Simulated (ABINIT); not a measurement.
# Se (P3_221) in ABINIT: equation of state

Aim: energy against volume of Se in PBE, for its equilibrium volume and stiffness.

All numbers are computed with ABINIT 10.8.3 (patched build); they aren't measurements. Logs are shortened: lines on timing, memory, paths and dates and some standing lists are left out, and cuts for length are marked. The log counts tension as positive stress, the text compression.

### Step 1. The crystal as given

The structure is trigonal, space group P3_221 (No. 154). The conventional cell has a = 4.355 Å, b = 4.355 Å, c = 4.949 Å, α = 90.00°, β = 90.00°, γ = 120.00°. Se (site symmetry 2) is surrounded by 2 Se at 2.32 Å.

### Step 2. Equation of state, PBE

Input file run.abi:

```
# Datasets: one volume each
ndtset 7
getwfk -1
scalecart1 3*0.9795861087
scalecart2 3*0.9864848297
scalecart3 3*0.9932883884
scalecart4 3*1.0000000000
scalecart5 3*1.0066227096
scalecart6 3*1.0131594038
scalecart7 3*1.0196128224

# Pseudopotentials
pp_dirpath "./"
pseudos "Se.GGA_PBE-JTH.xml"

# Structure
acell 3*1.0 Angstrom
rprim
     4.3551700000     0.0000000000     0.0000000000
    -2.1775850000     3.7716878578     0.0000000000
     0.0000000000     0.0000000000     4.9494500000
ntypat 1
znucl 34
natom 3
typat 1 1 1
xred
     0.7830000000     0.7830000000     0.5000000000
     0.0000000000     0.2170000000     0.8333333333
     0.2170000000     0.0000000000     0.1666666667

# Plane-wave basis
ecut 15.0
pawecutdg 30.0

# k points
kptopt 1
ngkpt 7 7 6
nshiftk 1
shiftk 0.0 0.0 0.0

# Exchange and correlation
ixc 11

# Bands and occupations
nband 13
occopt 3
tsmear 0.00183747

# SCF cycle
nstep 100
tolvrs 1.0e-9

# Output
iomode 3
prtwf 1
prtden 0
prteig 0
prtebands 0
enunit 2
```

Potentials or basis: JTH PAW PBE v2.0.

Started as:

```console
> abinit run.abi > log 2>&1
```

run.abo:

```text
.Version 10.8.3 of ABINIT
 DATASET    1 : space group P3_2 2 1 (#154); Bravais hP (primitive hexag.)
================================================================================
 Values of the parameters that define the memory need for DATASET  1.
     intxc =       0    ionmov =       0      iscf =      17    lmnmax =       8
     lnmax =       4     mgfft =      32  mpssoang =       2    mqgrid =    3001
     natom =       3  nloc_mem =       2    nspden =       1   nspinor =       1
    nsppol =       1      nsym =       6    n1xccc =       1    ntypat =       1
    occopt =       3   xclevel =       2
       mpw =        1445          nfft =       28800          nkpt =          40
 PAW method is used; the additional fine FFT grid is defined by:
   mgfftf=        48    nfftf =     76800
================================================================================
================================================================================
[... 71 lines left out ...]
 DATASET    7 : space group P3_2 2 1 (#154); Bravais hP (primitive hexag.)
================================================================================
 Values of the parameters that define the memory need for DATASET  7.
     intxc =       0    ionmov =       0      iscf =      17    lmnmax =       8
     lnmax =       4     mgfft =      36  mpssoang =       2    mqgrid =    3001
     natom =       3  nloc_mem =       2    nspden =       1   nspinor =       1
    nsppol =       1      nsym =       6    n1xccc =       1    ntypat =       1
    occopt =       3   xclevel =       2
       mpw =        1632          nfft =       32400          nkpt =          40
 PAW method is used; the additional fine FFT grid is defined by:
   mgfftf=        48    nfftf =     97200
================================================================================
================================================================================

--------------------------------------------------------------------------------
------------- Echo of variables that govern the present computation ------------
--------------------------------------------------------------------------------
 -outvars: echo values of preprocessed input variables --------
            acell      1.8897261259E+00  1.8897261259E+00  1.8897261259E+00 Bohr
              amu      7.89600000E+01
             ecut      1.50000000E+01 Hartree
           enunit           2
           getwfk          -1
              ixc          11
           jdtset        1    2    3    4    5    6    7
         kptrlatt        7    0    0      0    7    0      0    0    6
          kptrlen1     5.49730302E+01
          kptrlen2     5.53601770E+01
          kptrlen3     5.57419834E+01
          kptrlen4     5.61186298E+01
          kptrlen5     5.64902872E+01
          kptrlen6     5.68571176E+01
          kptrlen7     5.72192746E+01
            natom           3
            nband          13
           ndtset           7
            ngfft1         30      30      32
            ngfft2         30      30      36
            ngfft3         30      30      36
            ngfft4         30      30      36
            ngfft5         30      30      36
            ngfft6         30      30      36
            ngfft7         30      30      36
          ngfftdg1         40      40      48
          ngfftdg2         45      45      48
          ngfftdg3         45      45      48
          ngfftdg4         45      45      48
          ngfftdg5         45      45      48
          ngfftdg6         45      45      48
          ngfftdg7         45      45      48
             nkpt          40
            nstep         100
             nsym           6
           ntypat           1
           occopt           3
        pawecutdg      3.00000000E+01 Hartree
         pawxcdev           0
           prtden           0
        prtebands           0
           prteig           0
            rprim1     4.2662640330E+00  0.0000000000E+00  0.0000000000E+00
                      -2.1331320165E+00  3.6946930319E+00  0.0000000000E+00
                       0.0000000000E+00  0.0000000000E+00  4.8484124657E+00
            rprim2     4.2963091358E+00  0.0000000000E+00  0.0000000000E+00
                      -2.1481545679E+00  3.7207128541E+00  0.0000000000E+00
                       0.0000000000E+00  0.0000000000E+00  4.8825573404E+00
            rprim3     4.3259397905E+00  0.0000000000E+00  0.0000000000E+00
                      -2.1629698953E+00  3.7463737538E+00  0.0000000000E+00
                       0.0000000000E+00  0.0000000000E+00  4.9162312140E+00
            rprim4     4.3551700000E+00  0.0000000000E+00  0.0000000000E+00
                      -2.1775850000E+00  3.7716878578E+00  0.0000000000E+00
                       0.0000000000E+00  0.0000000000E+00  4.9494500000E+00
            rprim5     4.3840130262E+00  0.0000000000E+00  0.0000000000E+00
                      -2.1920065131E+00  3.7966666512E+00  0.0000000000E+00
                       0.0000000000E+00  0.0000000000E+00  4.9822287700E+00
            rprim6     4.4124814406E+00  0.0000000000E+00  0.0000000000E+00
                      -2.2062407203E+00  3.8213210213E+00  0.0000000000E+00
                       0.0000000000E+00  0.0000000000E+00  5.0145818111E+00
            rprim7     4.4405871757E+00  0.0000000000E+00  0.0000000000E+00
                      -2.2202935879E+00  3.8456613019E+00  0.0000000000E+00
                       0.0000000000E+00  0.0000000000E+00  5.0465226838E+00
          spgroup         154
           tolvrs      1.00000000E-09
           tsmear      1.83747000E-03 Hartree
            typat      1  1  1
           useylm           1
           xangst1     1.6702423689E+00  2.8929446439E+00  2.4242062329E+00
                      -4.6288964758E-01  8.0174838791E-01  4.0403437214E+00
                       9.2577929517E-01  0.0000000000E+00  8.0806874428E-01
           xangst2     1.6820050267E+00  2.9133181647E+00  2.4412786702E+00
                      -4.6614954123E-01  8.0739468934E-01  4.0687977836E+00
                       9.3229908246E-01  0.0000000000E+00  8.1375955673E-01
           xangst3     1.6936054280E+00  2.9334106492E+00  2.4581156070E+00
                      -4.6936446727E-01  8.1296310458E-01  4.0968593450E+00
                       9.3872893454E-01  0.0000000000E+00  8.1937186899E-01
           xangst4     1.7050490550E+00  2.9532315927E+00  2.4747250000E+00
                      -4.7253594500E-01  8.1845626514E-01  4.1245416667E+00
                       9.4507189000E-01 -1.3958049005E-16  8.2490833333E-01
           xangst5     1.7163410997E+00  2.9727899879E+00  2.4911143850E+00
                      -4.7566541334E-01  8.2387666331E-01  4.1518573084E+00
                       9.5133082668E-01 -1.4050489110E-16  8.3037146167E-01
           xangst6     1.7274864840E+00  2.9920943597E+00  2.5072909056E+00
                      -4.7875423631E-01  8.2922666163E-01  4.1788181759E+00
[... 10 lines left out ...]
            xcart3     3.2004504242E+00  5.5433427419E+00  4.6451652830E+00
                      -8.8697029637E-01  1.5362776181E+00  7.7419421384E+00
                       1.7739405927E+00  0.0000000000E+00  1.5483884277E+00
            xcart4     3.2220757452E+00  5.5807988965E+00  4.6765524869E+00
                      -8.9296352070E-01  1.5466581872E+00  7.7942541449E+00
                       1.7859270414E+00 -2.6376889871E-16  1.5588508290E+00
            xcart5     3.2434146172E+00  5.6177589069E+00  4.7075239360E+00
                      -8.9887735878E-01  1.5569012552E+00  7.8458732266E+00
                       1.7977547176E+00 -2.6551576353E-16  1.5691746453E+00
            xcart6     3.2644763410E+00  5.6542388827E+00  4.7380931295E+00
                      -9.0471438824E-01  1.5670112868E+00  7.8968218825E+00
                       1.8094287765E+00 -5.3447988032E-16  1.5793643765E+00
            xcart7     3.2852697445E+00  5.6902541141E+00  4.7682728803E+00
                      -9.1047705564E-01  1.5769925195E+00  7.9471214672E+00
                       1.8209541113E+00  0.0000000000E+00  1.5894242934E+00
             xred      7.8300000000E-01  7.8300000000E-01  5.0000000000E-01
                       7.6018894088E-18  2.1700000000E-01  8.3333333333E-01
                       2.1700000000E-01  0.0000000000E+00  1.6666666667E-01
            znucl       34.00000

================================================================================

 chkinp: Checking input parameters for consistency, jdtset=   1.

 chkinp: Checking input parameters for consistency, jdtset=   2.
[... 40 lines left out ...]
 getcut: wavevector=  0.0000  0.0000  0.0000  ngfft=  40  40  48
         ecut(hartree)=     30.000   => boxcut(ratio)=   2.01228

--- Pseudopotential description ------------------------------------------------
- pspini: atom type   1  psp file is ./Se.GGA_PBE-JTH.xml
 Pseudopotential format is: paw10
 basis_size (lnmax)=  4 (lmn_size=  8), orbitals=   0   0   1   1
 Spheres core radius: rc_sph= 2.21132333
 Shapefunction is BESSEL type: shapef(r,l)=aa(1,l)*jl(q(1,l)*r)+aa(2,l)*jl(q(2,l)*r)
 Radius for shape functions =  2.00656599
 Compensation charge density is not taken into account in XC energy/potential

   1.68451029E+03                                ecore*ucvol(ha*bohr**3)
--------------------------------------------------------------------------------

================================================================================

--- !BeginCycle
iteration_state: {dtset: 1, }
solver: {iscf: 17, nstep: 100, nline: 4, wfoptalg: 10, }
tolerances: {tolvrs: 1.00E-09, }
...
[... 1343 lines left out ...]
-Cartesian components of stress tensor (GPa)         [Pressure=  1.8411E+00 GPa]
- sigma(1 1)= -1.65104430E+00  sigma(3 2)=  0.00000000E+00
- sigma(2 2)= -1.65104430E+00  sigma(3 1)=  0.00000000E+00
- sigma(3 3)= -2.22121707E+00  sigma(2 1)=  0.00000000E+00

== END DATASET(S) ==============================================================
================================================================================

 -outvars: echo values of variables after computation  --------
            acell      1.8897261259E+00  1.8897261259E+00  1.8897261259E+00 Bohr
           etotal1    -2.8720940893E+01
           etotal2    -2.8724517751E+01
           etotal3    -2.8727449627E+01
           etotal4    -2.8729808740E+01
           etotal5    -2.8731645909E+01
           etotal6    -2.8732999252E+01
           etotal7    -2.8733928912E+01
            fcart1    -1.9518518346E-02 -3.3807065465E-02  7.8369926830E-29
                      -1.9518518346E-02  3.3807065465E-02  7.8369926830E-29
                       3.9037036693E-02 -8.6591471836E-19 -1.5673985366E-28
            fcart2    -1.6618146406E-02 -2.8783473902E-02 -0.0000000000E+00
                      -1.6618146406E-02  2.8783473902E-02 -0.0000000000E+00
                       3.3236292811E-02 -2.8626680843E-19 -0.0000000000E+00
            fcart3    -1.3912060173E-02 -2.4096395058E-02  1.8114568179E-30
                      -1.3912060173E-02  2.4096395058E-02 -3.6229136359E-30
                       2.7824120346E-02  7.7347666283E-19  1.8114568179E-30
            fcart4    -1.1397148465E-02 -1.9740440203E-02 -0.0000000000E+00
[... 52 lines left out ...]
           xangst3     1.6936054280E+00  2.9334106492E+00  2.4581156070E+00
                      -4.6936446727E-01  8.1296310458E-01  4.0968593450E+00
                       9.3872893454E-01  0.0000000000E+00  8.1937186899E-01
           xangst4     1.7050490550E+00  2.9532315927E+00  2.4747250000E+00
                      -4.7253594500E-01  8.1845626514E-01  4.1245416667E+00
                       9.4507189000E-01 -1.3958049005E-16  8.2490833333E-01
           xangst5     1.7163410997E+00  2.9727899879E+00  2.4911143850E+00
                      -4.7566541334E-01  8.2387666331E-01  4.1518573084E+00
                       9.5133082668E-01 -1.4050489110E-16  8.3037146167E-01
           xangst6     1.7274864840E+00  2.9920943597E+00  2.5072909056E+00
                      -4.7875423631E-01  8.2922666163E-01  4.1788181759E+00
                       9.5750847262E-01 -2.8283457216E-16  8.3576363519E-01
           xangst7     1.7384898793E+00  3.0111527994E+00  2.5232613419E+00
                      -4.8180370857E-01  8.3450850251E-01  4.2054355699E+00
                       9.6360741713E-01  0.0000000000E+00  8.4108711397E-01
             xred      7.8300000000E-01  7.8300000000E-01  5.0000000000E-01
                       7.6018894088E-18  2.1700000000E-01  8.3333333333E-01
                       2.1700000000E-01  0.0000000000E+00  1.6666666667E-01
 Calculation completed.
```

Run time: 2.4 min. Hardware: 1 thread of Arm Neoverse V2, shared host; peak memory 0.15 GiB.

What came out:

```yaml
Equilibrium_volume: "29.83 Å³/atom (rough: see the caveat)"
Bulk_modulus_at_fixed_shape_and_positions: 48 GPa (rough)
```

Energy against volume, from the lowest point:
| volume (Å³/atom) | energy (meV/atom) |
| --- | --- |
| 25.474 | 117.81 |
| 26.016 | 85.36 |
| 26.558 | 58.77 |
| 27.100 | 37.37 |
| 27.642 | 20.71 |
| 28.184 | 8.43 |
| 28.726 | 0.00 |

Caveat: pressures at fixed basis lie under the slope of the energies; the minimum lies outside the volumes run; the cell was scaled at fixed shape and fractional positions, which overstates the stiffness of a crystal with free parameters, most of all of layers and chains; the atomic spheres overlap.
